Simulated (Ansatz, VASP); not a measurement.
# One calculation of Sb, two programs

Contents of INCAR:

```
SYSTEM = Sb
PREC     = Accurate       ! precision mode
ENCUT    = 520            ! plane-wave cutoff, eV
EDIFF    = 1E-6           ! SCF threshold, eV
ISMEAR   = -1             ! smearing method
SIGMA    = 0.05           ! smearing width, eV
LREAL    = .FALSE.        ! projectors in reciprocal space
LASPH    = .TRUE.         ! aspherical terms in the spheres
NELM     = 100            ! most SCF steps
ALGO     = Normal         ! electronic algorithm
ISIF     = 2              ! what is computed and relaxed
LWAVE    = .FALSE.        ! write WAVECAR
LCHARG   = .FALSE.        ! write CHGCAR
GGA      = PS             ! functional
NBANDS   = 8              ! bands
```

KPOINTS

```
regular mesh
0
G
  16 16 16
  0 0 0
```

File POSCAR:

```
Sb
1.0
   -1.7595185816      1.7595185816      1.7595185816
    1.7595185816     -1.7595185816      1.7595185816
    1.7595185816      1.7595185816     -1.7595185816
Sb
1
Direct
    0.0000000000      0.0000000000      0.0000000000
```

Input for Ansatz:

```yaml
crystal:
  lattice:
    - [-1.7595185816, 1.7595185816, 1.7595185816]
    - [1.7595185816, -1.7595185816, 1.7595185816]
    - [1.7595185816, 1.7595185816, -1.7595185816]
  atoms:
    - { symbol: Sb, position: [0.0, 0.0, 0.0] }
kpoints:
  mp_grid: { grid: [16, 16, 16] }
scf:
  occupations: { method: fermi_dirac, width: 0.05 }
hamiltonian:
  xc: pbesol
  pseudopotentials: { kind: all_electron, lapw: { basis_error: 0.001 } }
output:
  forces: true
  stress: true
  eigenvalues: true
  populations: true
```

Change from the starting cell: volume scaled by 0.84, LAPW.

Alike in both runs: task single point; functional PBEsol; k mesh 16 × 16 × 16; occupations fermi-dirac, width 0.05 eV; no spin polarisation.

|  | VASP | Ansatz |
| --- | --- | --- |
| version | VASP 6.6.1 | Ansatz 0.2.0 |
| potentials or method | VASP PAW PBE potentials, release 64 (Sb) | all-electron LAPW, scalar-relativistic |
| plane-wave cutoff (eV) | 520 | see its input |

Ansatz gave:

```
pressure (GPa) : 17.9
```

**Question.** Estimate VASP's values.

**Answer.** Pressure (GPa): 18.1.

Ansatz ran all-electron here, so the differences hold the error of VASP's frozen core and of both bases.

Caveats: so large a pressure means that the cell lies far from this level's equilibrium, or that cutoff or potentials fall short (VASP); the potentials were made for another functional, which shifts forces and pressure (VASP). The runs have no spin-orbit coupling, so splittings on Sb are missing.
